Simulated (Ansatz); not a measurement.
Ansatz input

```yaml
crystal:
  lattice:
    - [-2.8492869306, 2.9587488765, 1.5851206326]
    - [2.9587488765, -2.8492869306, 1.5851206326]
    - [2.9753889605, 2.9753889605, -1.3846408783]
  atoms:
    - { symbol: Hg, position: [0.0038292381, 0.9961707619, 0.0] }
    - { symbol: Hg, position: [0.7461707619, 0.2538292381, 0.5] }
hamiltonian:
  xc: r2scan
  pseudopotentials:
    kind: paw
    azcp:
      Hg: "pseudopotentials/Hg.paw.azcp"
basis:
  ecutwfc: 500
  fft_grid_basis: typed
kpoints:
  mp_grid: { grid: [13, 13, 9], shift: [0, 0, 0] }
magnetization:
  spin_polarized: false
scf:
  occupations: { method: fermi_dirac, width: 0.1 }
  lower_state_search: "off"
output:
  stress: true
```

Output

```
Engine: ansatz 0.2.0, x86_64-unknown-linux-gnu
Pseudopotentials: kind: paw
Pseudopotential: Hg, paw, valence charge 20, recommended cutoff 500 eV (meta_gga) 
Functional definition: r2SCAN
  parameter k0 = 0.174
  parameter k1 = 0.065
  parameter a1 = 4.9479
  exchange = r2scan_x(k0 = k0, k1 = k1, a1 = a1)
  correlation = r2scan_c
Crystal: 2 atoms, lattice volume = 55.666 Å³
Basis set: ecut = 500 eV, 1411 PW (Γ), exchange–correlation on 144×144×144 points (64 copies of the dense FFT grid, shifted against one another)
Bands: 24, of which v1, the nominal top of the filled ones, is band 20 counted from 1 (19 counted from 0)
Symmetry: 4 space group operations
Space group: C2/c (ITA 15), of the structure as read, at distance tolerance 3.8e-5 Å
k-points: 413 of 1521
Non-local potential: Hg, projectors of the file, l = 0: 3, l = 1: 2, l = 2: 2, l = 3: 1
PAW form: soft (Blöchl's): semilocal exchange-correlation on the pseudo side does not see the compensation charge
PAW frozen core: Hg, regenerated for the run's functional (the file was generated under x = pbe(κ = 0.804, μ = 0.2195149727645171), c = pbe(β = 0.06672455060314922))
PAW one-centre angular grid: Hg, 590 points (default); XC on 160 Gauss nodes
Initial density: superposition of atomic densities (neutral atoms: chi_scale 0, normalization atom), corrected by the library's trained network
Initial wavefunctions: pseudopotential atomic-orbital guess
Functional: x = r2scan, c = r2scan; τ floored in thin density (d = 2e-4 eV/Å³)
SCF iter   1: F=-27655.639509 eV  HF=-27655.663722 eV  |F-HF|=2.42e-2  |Δ(HF+E_count)|=         —  Δρ=7.74e-3  dr2=3.54e-2  dr2_τ=3.64e-3  ethr=1.77e-3  ⟨swp⟩=5.9  Hψ=41000  notcnv=0
SCF iter   2: F=-27655.651275 eV  HF=-27655.656501 eV  |F-HF|=5.23e-3  |Δ(HF+E_count)|=   7.22e-3  Δρ=3.94e-3  dr2=9.28e-3  dr2_τ=7.49e-4  ethr=8.84e-5  ⟨swp⟩=1.3  Hψ=16060  notcnv=0
SCF iter   3: F=-27655.654409 eV  HF=-27655.654389 eV  |F-HF|=1.99e-5  |Δ(HF+E_count)|=   2.11e-3  Δρ=9.53e-4  dr2=5.15e-4  dr2_τ=1.93e-5  ethr=2.32e-5  ⟨swp⟩=2.0  Hψ=16475  notcnv=0
SCF iter   4: F=-27655.654468 eV  HF=-27655.654450 eV  |F-HF|=1.73e-5  |Δ(HF+E_count)|=   6.16e-5  Δρ=2.32e-4  dr2=3.09e-5  dr2_τ=1.64e-6  ethr=1.29e-6  ⟨swp⟩=2.4  Hψ=16748  notcnv=0
SCF iter   5: F=-27655.654472 eV  HF=-27655.654472 eV  |F-HF|=6.01e-7  |Δ(HF+E_count)|=   2.14e-5  Δρ=5.27e-5  dr2=1.39e-6  dr2_τ=8.86e-8  ethr=7.74e-8  ⟨swp⟩=2.8  Hψ=14924  notcnv=0
SCF iter   6: F=-27655.654473 eV  HF=-27655.654473 eV  |F-HF|=6.55e-8  |Δ(HF+E_count)|=   7.65e-7  Δρ=1.13e-5  dr2=6.41e-8  dr2_τ=8.93e-9  ethr=2.50e-10  ⟨swp⟩=3.1  Hψ=42348  notcnv=0
SCF 1 converged in 6 iterations: F = -27655.654473 eV  dr2 = 6.41e-8
SCF converged after 6 iterations
Free energy (F): -27655.654473 eV
Harris-Foulkes:  -27655.654473 eV  (|F-HF|=6.55e-8)
Internal energy: -27655.638293 eV  (E = F + TS)
E sigma→0 (E₀):  -27655.646383 eV
Entropy (-TS):   -0.016180 eV (-8.090 meV/atom)
Fermi energy:    11.932607 eV
--- Per-component energies (eV) ---
  E_band       = -927.932327
  E_kinetic    = 1209.406630
  E_local      = -5617.806981  (includes V_loc(G=0)·N_el)
  E_nonlocal   = 147.852945
  E_hartree    = 2398.552613
  E_xc         = -416.444876
  E_vxc        = -580.023852  (∫ρ·V_xc dr)
  E_paw        = -19944.364594  (= ΣΔE_a)
  E_vpaw       = -924.972721  (= ΣTr[D̂ρ^β])
  E_aug_tail   = 0.000767  (compensation charges beyond the density's cutoff)
  E_vtau       = 40.496394  (kinetic-family band-sum trace: ∫τ·v_τ [+ j·A + Jᵃ·Aᵃ] dr)
  E_ewald      = -5432.536941
  E_core_change = -0.297855  (= ΣΔE_core)
  E_smearing   = -0.016180  (= −TS)
  E_closure    = 0.000000  (closes the sum)
  Σ components = -27655.654473   (vs F -27655.654473, Δ=0.00e0)
--- Stress (GPa, compression-positive) ---
       -0.883784      -0.024592       0.006961
       -0.024592      -0.883784       0.006961
        0.006961       0.006961      -0.828110
  P = ⅓ Tr σ = -0.8652 GPa (-8.652 kbar)
```

Command:

```sh
ansatz run input.yaml --threads 1 --pin off --max-ram 3584MiB --backend cpu --events-out ev --progress --plain --runs-dir out
```

On 1 thread of Intel(R) Xeon(R) Platinum 8259CL CPU @ 2.50GHz (Skylake/Cascade Lake) (shared host) this took about 72 s of wall time and 71 s of CPU time.
